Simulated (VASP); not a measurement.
The system is AlN.

```
Al N
1.0
     3.31212    0.00000    0.00000
    -1.65606    2.86838    0.00000
     0.00000    0.00000    4.18756
Al N
2 2
Direct
  0.33333 0.66667 0.75000
  0.66667 0.33333 0.25000
  0.33333 0.66667 0.25000
  0.66667 0.33333 0.75000
```

Measurements of this composition are mostly on another form, of space group No. 186.

* Program: VASP 6.6.1
* Task: relaxation of cell and atoms
* Functional: r2SCAN
* Dispersion: rVV10
* Potentials or basis: VASP PAW PBE potentials, release 64 (Al, N)
* Cutoff: 600 eV
* k mesh: 9 × 9 × 6
* Occupations: gaussian, width 0.02 eV
* Spin: no spin polarisation

At the start: pressure -6.2 GPa; volume 9.95 Å³/atom.

Q: Where does the relaxation end?

A: Over 6 steps the energy falls by 5.9 meV/atom and the volume is 9.66 Å³/atom (-2.9 %); space group P6_3/mmc (No. 194, to 0.05 Å).

Step by step:
| step | energy change (eV) | largest force (eV/Å) | pressure (GPa) | volume (Å³) |
| --- | --- | --- | --- | --- |
| 1 | 0.0000 | 0.0000 | -6.19 | 39.78 |
| 2 | -0.0012 | 0.0000 | 6.68 | 37.61 |
| 3 | -0.0224 | 0.0000 | 0.02 | 38.66 |
| 4 | -0.0232 | 0.0000 | 0.01 | 38.64 |
| 5 | -0.0234 | 0.0000 | 0.02 | 38.63 |
| 6 | -0.0234 | 0.0000 | 0.02 | 38.63 |

Final structure:
```cif
data_structure
_symmetry_space_group_name_H-M 'P 1'
_symmetry_Int_Tables_number 1
_cell_length_a 3.2887
_cell_length_b 3.2887
_cell_length_c 4.1237
_cell_angle_alpha 90.000
_cell_angle_beta 90.000
_cell_angle_gamma 120.000
_cell_volume 38.63
loop_
_atom_site_label
_atom_site_type_symbol
_atom_site_fract_x
_atom_site_fract_y
_atom_site_fract_z
_atom_site_occupancy
Al1 Al 0.33333 0.66667 0.75000 1
Al2 Al 0.66667 0.33333 0.25000 1
N1 N 0.33333 0.66667 0.25000 1
N2 N 0.66667 0.33333 0.75000 1
```

Caveat: the PAW data sets were made with another functional, which shifts forces and pressure a little.
